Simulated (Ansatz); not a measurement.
Ti: equation of state with LDA

Ti:

```
Ti
1.0
     0.00000    2.03000    2.03000
     2.03000    0.00000    2.03000
     2.03000    2.03000    0.00000
Ti
1
Direct
  0.00000 0.00000 0.00000
```

This isn't the form of Ti at room conditions, which is hcp.

```json
{
 "Program": "Ansatz 0.2.0",
 "Task": "equation of state",
 "Functional": "LDA",
 "Potentials or basis": "all-electron LAPW, scalar-relativistic",
 "Basis error allowed": "0.001 eV/atom",
 "k mesh": "11 × 11 × 11",
 "Occupations": "fermi-dirac, width 0.05 eV",
 "Spin": "no spin polarisation"
}
```

| Quantity | Value |
| --- | --- |
| Equilibrium volume | 15.99 Å³/atom |
| Bulk modulus | 124 GPa |
| Pressure derivative of the bulk modulus | 3.7 |

Energy against volume, from the lowest point:
| volume (Å³/atom) | energy (meV/atom) |
| --- | --- |
| 15.727 | 1.66 |
| 16.062 | 0.00 |
| 16.396 | 3.64 |
| 16.731 | 12.09 |
| 17.065 | 24.90 |
| 17.400 | 41.67 |
| 17.735 | 62.04 |

All runs of the series together: 21 s on 1 thread of AMD EPYC 7R43 64-Core Processor (Zen 3), with other jobs on the host.

LDA usually gives volumes a few per cent too small. Zero-point motion and thermal expansion aren't in these numbers.
